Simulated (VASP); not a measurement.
# ZnSn2N2 (P-4m2) in VASP: a series of runs

One crystal, ZnSn2N2, is run at these levels: PBE; tasks: single point.

All numbers are computed with VASP 6.6.1; they aren't measurements. Logs are shortened: lines on timing, memory, paths and dates and some standing lists are left out, and cuts for length are marked.

**1. The undisturbed crystal**

The structure is tetragonal, space group P-4m2 (No. 115). Conventional cell: a = 3.352 Å, b = 3.352 Å, c = 8.064 Å, α = 90.00°, β = 90.00°, γ = 90.00°. Sn (site symmetry 2mm) is surrounded by 2 N at 2.12 Å. Zn (site symmetry -4m2) is surrounded by 4 N at 2.05 Å. Around N (site symmetry 2mm) lie 2 Zn at 2.05 Å and 2 Sn at 2.12 Å.

The cell comes from a database or a generator and needn't be the stable form of this composition.

**2. Single point, PBE**

Contents of INCAR:

```
SYSTEM = ZnSn2N2
  ADDGRID = .FALSE.
  ALGO = Normal
  EDIFF = 1E-8
  ENCUT = 900
  GGA = PE
  ISIF = 2
  ISMEAR = 0
  LASPH = .TRUE.
  LCHARG = .FALSE.
  LREAL = .FALSE.
  LWAVE = .FALSE.
  NBANDS = 33
  NELM = 100
  PREC = Accurate
  SIGMA = 0.05
```

Contents of KPOINTS:

```
k-points
0
G
  12 12 5
  0 0 0
```

Contents of POSCAR:

```
ZnSn2N2
1.0
    3.3523260000      0.0000000000      0.0000000000
    0.0000000000      3.3523260000      0.0000000000
    0.0000000000      0.0000000000      8.0642090000
Sn Zn N
2 1 2
Direct
    0.4973440000      0.4812300000      0.3153800000
    0.4977480000      0.5263330000      0.6946440000
   -0.0161480000     -0.0098380000     -0.0046550000
   -0.0132420000      0.5408690000      0.8583280000
    0.4951850000     -0.0107610000      0.1447960000
```

Potentials or basis: VASP PAW PBE potentials, release 64 (Sn_d, Zn, N).

On the command line:

```sh
$ cat potpaw_PBE.64/Sn_d/POTCAR potpaw_PBE.64/Zn/POTCAR potpaw_PBE.64/N/POTCAR > POTCAR
$ mpirun -np 1 vasp_std > vasp.out
```

OUTCAR:

```text
SYSTEM = ZnSn2N2
   EDIFF = 1E-8
   ENCUT = 900
   GGA = PE
   ISIF = 2
   ISMEAR = 0
   LASPH = .TRUE.
   LREAL = .FALSE.
   NELM = 100
   PREC = Accurate

 ion  position               nearest neighbor table
   1  0.497  0.481  0.315-   5 2.15   5 2.19   2 3.06
   2  0.498  0.526  0.695-   4 2.11   4 2.16   1 3.06   3 3.31   3 3.36
   3  0.984  0.990  0.995-   4 1.87   5 2.03   5 2.10   4 2.15   2 3.31   2 3.36
   4  0.987  0.541  0.858-   3 1.87   2 2.11   3 2.15   2 2.16
   5  0.495  0.989  0.145-   3 2.03   3 2.10   1 2.15   1 2.19

  LATTYP: Found a simple tetragonal cell.
 ALAT       =     3.3523260000
 C/A-ratio  =     2.4055563212

  Lattice vectors:

 A1 = (   3.3523260000,   0.0000000000,   0.0000000000)
 A2 = (   0.0000000000,   3.3523260000,   0.0000000000)
 A3 = (   0.0000000000,   0.0000000000,   8.0642090000)

Analysis of symmetry for initial positions (statically):
=====================================================================
 Subroutine PRICEL returns:
 Original cell was already a primitive cell.

 Routine SETGRP: Setting up the symmetry group for a
 simple tetragonal supercell.

 Subroutine GETGRP returns: Found  1 space group operations
 (whereof  1 operations were pure point group operations)
 out of a pool of 16 trial point group operations.

The static configuration has the point symmetry C_1 .

Analysis of symmetry for dynamics (positions and initial velocities):
=====================================================================
 Subroutine PRICEL returns:
 Original cell was already a primitive cell.

 Routine SETGRP: Setting up the symmetry group for a
 simple tetragonal supercell.

 Subroutine GETGRP returns: Found  1 space group operations
 (whereof  1 operations were pure point group operations)
 out of a pool of 16 trial point group operations.

The dynamic configuration has the point symmetry C_1 .

 Subroutine INISYM returns: Found  1 space group operations
 (whereof  1 operations are pure point group operations),
 and found     1 'primitive' translations

----------------------------------------------------------------------------------------

                                     Primitive cell

  volume of cell :      90.6263

  direct lattice vectors                    reciprocal lattice vectors
     3.352326000  0.000000000  0.000000000     0.298300344  0.000000000  0.000000000
     0.000000000  3.352326000  0.000000000     0.000000000  0.298300344  0.000000000
     0.000000000  0.000000000  8.064209000     0.000000000  0.000000000  0.124004723

  length of vectors
     3.352326000  3.352326000  8.064209000     0.298300344  0.298300344  0.124004723

  position of ions in fractional coordinates (direct lattice)
     0.497344000  0.481230000  0.315380000
     0.497748000  0.526333000  0.694644000
     0.983852000  0.990162000  0.995345000
     0.986758000  0.540869000  0.858328000
     0.495185000  0.989239000  0.144796000

  ion indices of the primitive-cell ions
   primitive index   ion index
                 1           1
                 2           2
                 3           3
                 4           4
                 5           5

----------------------------------------------------------------------------------------

 KPOINTS: k-points

Automatic generation of k-mesh.
 Grid dimensions read from file:
 generate k-points for:   12   12    5

 Generating k-lattice:

  Cartesian coordinates                     Fractional coordinates (reciprocal lattice)
     0.024858362  0.000000000  0.000000000     0.083333333  0.000000000  0.000000000
     0.000000000  0.024858362  0.000000000     0.000000000  0.083333333  0.000000000
     0.000000000  0.000000000  0.024800945     0.000000000  0.000000000  0.200000000

  Length of vectors
     0.024858362  0.024858362  0.024800945

  Shift w.r.t. Gamma in fractional coordinates (k-lattice)
     0.000000000  0.000000000  0.000000000

 Subroutine IBZKPT returns following result:
 ===========================================

 Found    362 irreducible k-points:

 Following reciprocal coordinates:
            Coordinates               Weight
  0.000000  0.000000  0.000000      1.000000
  0.083333  0.000000  0.000000      2.000000
  0.000000  0.083333  0.000000      2.000000
  0.166667  0.000000  0.000000      2.000000
  0.000000  0.166667  0.000000      2.000000
  0.250000  0.000000  0.000000      2.000000
[... 16 lines left out ...]
  0.083333  0.250000  0.000000      2.000000
  0.333333  0.083333  0.000000      2.000000
 [... further k-points ...]
   k-points           NKPTS =    362   k-points in BZ     NKDIM =    362   number of bands    NBANDS=     33
   number of dos      NEDOS =    301   number of ions     NIONS =      5
   total plane-waves  NPLWV = 103680
   dimension x,y,z NGX =    36 NGY =   36 NGZ =   80
   dimension x,y,z NGXF=    72 NGYF=   72 NGZF=  160
   ions per type =               2   1   2
   NGX,Y,Z   is equivalent  to a cutoff of  17.85, 17.85, 16.49 a.u.
   NGXF,Y,Z  is equivalent  to a cutoff of  35.71, 35.71, 32.98 a.u.
 SYSTEM =  ZnSn2N2
   PREC   = accura    normal or accurate (medium, high low for compatibility)
   ISTART =      0    job   : 0-new  1-cont  2-samecut
   ICHARG =      2    charge: 1-file 2-atom 10-const
   ISPIN  =      1    spin polarized calculation?
   LNONCOLLINEAR =      F non collinear calculations
   LSORBIT =      F    spin-orbit coupling
   LASPH  =      T    aspherical Exc in radial PAW
   ENCUT  =  900.0 eV  66.15 Ry    8.13 a.u.   8.20  8.20 19.73*2*pi/ulx,y,z
   NELM   =    100;   NELMIN=  2; NELMDL= -5     # of ELM steps
   EDIFF  = 0.1E-07   stopping-criterion for ELM
   LREAL  =      F    real-space projection
   EDIFFG = 0.1E-06   stopping-criterion for IOM
   NSW    =      0    number of steps for IOM
   IBRION =     -1    ionic relax: 0-MD 1-quasi-New 2-CG
   NFREE  =      0    steps in history (QN), initial steepest desc. (CG)
   ISIF   =      2    stress and relaxation
   ISYM   =      2    0-nonsym 1-usesym 2-fastsym
   POTIM  = 0.5000    time-step for ionic-motion
   TEBEG  =    0.0;   TEEND  =   0.0 temperature during run
   PSTRESS=    0.0 pullay stress
   NELECT =      50.0000    total number of electrons
   NUPDOWN=      -1.0000    fix difference up-down
   EMIN   =  10.00;   EMAX   =-10.00  energy-range for DOS
   EFERMI =   0.00;   METHOD = LEGACY
   ISMEAR =     0;   SIGMA  =   0.05  broadening in eV -4-tet -1-fermi 0-gaus
   EFERMI_NEDOS =   21; number of points for ismear=-14 and -15
   IALGO  =     38    algorithm
   IMIX   =      4    mixing-type and parameters
     AMIX     =   0.40;   BMIX     =  1.00
     AMIX_MAG =   1.60;   BMIX_MAG =  1.00
  volume/ion in A,a.u.               =      18.13       122.32
  Fermi-wavevector in a.u.,A,eV,Ry     =   1.342703  2.537341 24.529295  1.802852
  Thomas-Fermi vector in A             =   2.470836
   LORBIT       =      0    0 simple, 1 ext, 2 COOP (PROOUT), +10 PAW based schemes
   GGA     = PE    functional components
   LHFCALC =     F    Hartree Fock is set to
   AEXX    =    0.0000 exact exchange contribution
   IVDW    =     0    specifies the selected vdW correction
   LEPSILON=     F    determine dielectric tensor
   LRPA    =     F    only Hartree local field effects (RPA)
 non-spin polarized calculation
 Gauss-broadening in eV      SIGMA  =   0.05
  energy-cutoff  :      900.00
  volume of cell :       90.63
 maximum number of plane-waves:      5583
 NGX is ok and might be reduce to    36
   NGX = 17   NGY = 17   NGZ = 39

 number of electron      50.0000003 magnetization

 Free energy of the ion-electron system (eV)
  ---------------------------------------------------
  ext. energy  EPLUGINS =         0.00000000
  ---------------------------------------------------
  free energy    TOTEN  =       -23.96199660 eV

  energy without entropy =      -23.95750292  energy(sigma->0) =      -23.95974976

 E-fermi :   5.3879     XC(G=0): -10.2340

 val. band max:        5.3868238897   @ k =  -0.3333   0.5000   0.2000
 cond. band min:       5.3882066030   @ k =   0.3333  -0.0833  -0.4000
 fundamental gap:      0.0013827132
 Fermi energy:         5.3879434735

 k-point     1 :       0.0000    0.0000    0.0000
  band No.  band energies     occupation
      1     -16.1014      2.00000
      2     -16.0362      2.00000
      3     -15.9623      2.00000
      4     -15.9021      2.00000
      5     -15.8827      2.00000
      6     -15.8271      2.00000
[... 25 lines left out ...]
     32      12.8658      0.00000
     33      13.2323      0.00000

 k-point     2 :       0.0833    0.0000    0.0000
  band No.  band energies     occupation
      1     -16.0941      2.00000
      2     -16.0280      2.00000
      3     -15.9597      2.00000
      4     -15.9096      2.00000
      5     -15.8823      2.00000
      6     -15.8303      2.00000
[... 25 lines left out ...]
     32      12.7398      0.00000
     33      13.4750      0.00000

 k-point     3 :       0.0000    0.0833    0.0000
  band No.  band energies     occupation
      1     -16.0937      2.00000
      2     -16.0297      2.00000
      3     -15.9588      2.00000
      4     -15.9018      2.00000
      5     -15.8871      2.00000
      6     -15.8301      2.00000
[... 25 lines left out ...]
     32      12.9244      0.00000
     33      13.6403      0.00000

 k-point     4 :       0.1667    0.0000    0.0000
  band No.  band energies     occupation
      1     -16.0770      2.00000
      2     -16.0060      2.00000
      3     -15.9589      2.00000
      4     -15.9213      2.00000
      5     -15.8810      2.00000
      6     -15.8392      2.00000
[... 25 lines left out ...]
     32      12.8814      0.00000
     33      13.8440      0.00000

 k-point     5 :       0.0000    0.1667    0.0000
  band No.  band energies     occupation
      1     -16.0733      2.00000
      2     -16.0148      2.00000
      3     -15.9481      2.00000
      4     -15.9008      2.00000
      5     -15.8989      2.00000
      6     -15.8393      2.00000
[... 604 lines left out ...]
 k-point    22 :      -0.2500    0.0833    0.0000
  band No.  band energies     occupation
      1     -16.0546      2.00000
      2     -15.9770      2.00000
      3     -15.9690      2.00000
      4     -15.9067      2.00000
      5     -15.8833      2.00000
      6     -15.8546      2.00000
[... 25 lines left out ...]
     32      12.7374      0.00000
     33      14.3665      0.00000

 k-point    23 :       0.0833    0.2500    0.0000
  band No.  band energies     occupation
      1     -16.0392      2.00000
      2     -15.9923      2.00000
      3     -15.9371      2.00000
      4     -15.9085      2.00000
      5     -15.9043      2.00000
      6     -15.8580      2.00000
[... 25 lines left out ...]
     32      12.7874      0.00000
     33      14.4190      0.00000

 k-point    24 :       0.3333    0.0833    0.0000
  band No.  band energies     occupation
      1     -16.0541      2.00000
      2     -15.9954      2.00000
      3     -15.9436      2.00000
      4     -15.8841      2.00000
      5     -15.8792      2.00000
      6     -15.8657      2.00000
[... 25 lines left out ...]
     32      12.8265      0.00000
     33      14.0754      0.00000

 [... further k-points ...]
[... 5 lines left out ...]
  --------------------------------------------------------------------------------------
  -------------------------------------------------------------------------------------
  Total       -0.4063574      0.1648006     -0.4332239     -0.0067968      2.0349336      0.1756089
  in kB       -7.1839696      2.9134998     -7.6589408     -0.1201598     35.9754773      3.1045798
  external PRESSURE =      -3.9764702 kB  Pullay stress =       0.0000000 kB

 VOLUME and BASIS-vectors are now :
 -----------------------------------------------------------------------------
  energy-cutoff  :      900.00
  volume of cell :       90.63
      direct lattice vectors                 reciprocal lattice vectors
     3.352326000  0.000000000  0.000000000     0.298300344  0.000000000  0.000000000
     0.000000000  3.352326000  0.000000000     0.000000000  0.298300344  0.000000000
     0.000000000  0.000000000  8.064209000     0.000000000  0.000000000  0.124004723

 POSITION                                       TOTAL-FORCE (eV/Angst)
 -----------------------------------------------------------------------------------
      1.66726      1.61324      2.54329        -0.008009      0.214291     -1.082331
      1.66861      1.76444      5.60175        -0.357027      0.028356      0.285230
      3.29819      3.31935      8.02667         0.211643      1.414279      1.100489
      3.30793      1.81317      6.92174         0.357449     -1.630790     -1.015856
      1.66002      3.31625      1.16767        -0.204057     -0.026136      0.712468
 -----------------------------------------------------------------------------------
    total drift:                                0.000326      0.000061      0.000360

  FREE ENERGIE OF THE ION-ELECTRON SYSTEM (eV)
  ---------------------------------------------------
  free  energy   TOTEN  =       -23.9619965960 eV

  energy  without entropy=      -23.9575029223  energy(sigma->0) =      -23.95974976
```

It took 20 min on 1 thread of Intel Xeon 6975P-C (Granite Rapids), shared host; peak memory 2 GiB.

Results:

| Item | Value |
| --- | --- |
| Free energy | -23.9620 eV |
| Pressure | -0.4 GPa |
| Largest force | 1.954 eV/Å |
| Band gap on the k mesh | none (metal or under the smearing width) |

Forces in eV/Å, atoms in the order of the input:
```
Sn  -0.008  0.214 -1.082
Sn  -0.357  0.028  0.285
Zn   0.212  1.414  1.100
N    0.357 -1.631 -1.016
N   -0.204 -0.026  0.712
```

Stress tensor (GPa, compression positive):
```
-0.72 -0.01  0.31
-0.01  0.29  3.60
 0.31  3.60 -0.77
```

**3. Single point, PBE**

Edit INCAR of step 2 so:

```diff
@@ -3,4 +3,4 @@
   ALGO = Normal
-  EDIFF = 1E-8
-  ENCUT = 900
+  EDIFF = 1E-7
+  ENCUT = 500
   GGA = PE
```

Contents of KPOINTS:

```
k-points
0
G
  10 10 4
  0 0 0
```

POSCAR is that of step 2.

Potentials or basis: VASP PAW PBE potentials, release 64 (Sn_d, Zn, N).

On the command line:

```sh
$ cat potpaw_PBE.64/Sn_d/POTCAR potpaw_PBE.64/Zn/POTCAR potpaw_PBE.64/N/POTCAR > POTCAR
$ mpirun -np 1 vasp_std > vasp.out
```

It took 3 min on 1 thread of Intel Xeon 6975P-C (Granite Rapids), shared host; peak memory 0.58 GiB.

These settings aren't checked as converged: the numbers below hold their error.

What came out:

| Quantity | Value |
| --- | --- |
| Free energy | -23.9654 eV |
| Pressure | -0.6 GPa |
| Largest force | 1.988 eV/Å |
| Band gap on the k mesh | none (metal or under the smearing width) |

**4. The reference run**

An earlier run on the cell as given: functional PBE; potentials or basis VASP PAW PBE potentials, release 64 (Sn_d, Zn, N); cutoff 520 eV; k mesh 8 × 8 × 4; occupations fermi-dirac, width 0.05 eV; no spin polarisation.

* Pressure: -0.3 GPa
* Largest force: 0.069 eV/Å
* Band gap on the k mesh: none (metal or under the smearing width)
